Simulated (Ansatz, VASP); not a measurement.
One calculation of SiC, two programs

```
CELL_PARAMETERS angstrom
0.00000 2.11325 2.11325
2.11325 0.00000 2.11325
2.15917 2.15917 -0.04593
ATOMIC_POSITIONS crystal
Si 0.00000 0.00000 0.00000
C 0.75000 0.75000 0.75000
```

Alike in both runs: task single point; functional PBE; k mesh 12 × 12 × 12; occupations gaussian, width 0.05 eV; no spin polarisation.

```csv
,VASP,Ansatz
version,VASP 6.6.1,Ansatz 0.2.0
potentials or method,"VASP PAW PBE potentials, release 64 (Si, C)","scalar-relativistic, plane waves, PAW"
plane-wave cutoff (eV),520,520
valence electrons in the cell,8,8
```

Ansatz gave:

```
gap on the k mesh at the Fermi level (eV)       : 1.21
least direct gap on the mesh (eV)               : 4.41
pressure (GPa)                                  : 18.8
largest component of the traceless stress (GPa) : 6.69
rms of the force components (eV/Å)              : 0.220
```

Estimate VASP's values.

gap on the k mesh at the Fermi level (eV): 1.21; least direct gap on the mesh (eV): 4.40; pressure (GPa): 18.7; largest component of the traceless stress (GPa): 6.72; rms of the force components (eV/Å): 0.220.

Atom by atom the forces differ by 0.001 eV/Å (rms over components).

Caveats: so large a pressure means that the cell lies far from this level's equilibrium, or that cutoff or potentials fall short (VASP). A k mesh can miss the band edges.
